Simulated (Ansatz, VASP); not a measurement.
One calculation of CdF2, two programs

INCAR

```
  PREC = Accurate
  ENCUT = 520
  EDIFF = 1E-7
  ISMEAR = 0
  SIGMA = 0.02
  LREAL = False
  LASPH = True
  NELM = 60
  ALGO = Normal
  ISIF = 2
  LWAVE = False
  LCHARG = False
  GGA = PE
  IVDW = 12
  NBANDS = 20
```

File KPOINTS:

```
Automatic mesh
0
Gamma
  8 8 8
```

Contents of POSCAR:

```
CdF2
1.0
    0.0000000000      2.6379932570      2.6379932570
    2.6379932570      0.0000000000      2.6379932570
    2.6379932570      2.6379932570      0.0000000000
Cd F
1 2
Direct
    0.0000000000      0.0000000000      0.0000000000
    0.2500000000      0.2500000000      0.2500000000
    0.7500000000      0.7500000000      0.7500000000
```

Input for Ansatz:

```yaml
crystal:
  lattice:
    - [0.0, 2.637993257, 2.637993257]
    - [2.637993257, 0.0, 2.637993257]
    - [2.637993257, 2.637993257, 0.0]
  atoms:
    - { symbol: Cd, position: [0.0, 0.0, 0.0] }
    - { symbol: F, position: [0.25, 0.25, 0.25] }
    - { symbol: F, position: [0.75, 0.75, 0.75] }
basis:
  ecutwfc: 420
kpoints:
  mp_grid: { grid: [8, 8, 8] }
hamiltonian:
  xc: pbe
  dispersion: d3bj
scf:
  occupations: { method: gaussian, width: 0.02 }
output:
  forces: true
  stress: true
  eigenvalues: true
```

Alike in both runs: task single point; functional PBE; dispersion D3(BJ); k mesh 8 × 8 × 8; occupations gaussian, width 0.02 eV; no spin polarisation.

```csv
,VASP,Ansatz
version,VASP 6.6.1,Ansatz 0.2.0
potentials or method,"VASP PAW PBE potentials, release 64 (Cd, F)","scalar-relativistic, plane waves, PAW"
plane-wave cutoff (eV),520,420
valence electrons in the cell,26,34
```

VASP gave:

| Quantity | Value |
| --- | --- |
| gap on the k mesh at the Fermi level (eV) | 3.29 |
| least direct gap on the mesh (eV) | 3.70 |
| pressure (GPa) | 12.8 |

Problem. Estimate Ansatz's values.

Solution. gap on the k mesh at the Fermi level (eV): 3.33; least direct gap on the mesh (eV): 3.74; pressure (GPa): 11.7.

The two sets of potentials don't hold the same shells in valence.

A k mesh can miss the band edges.
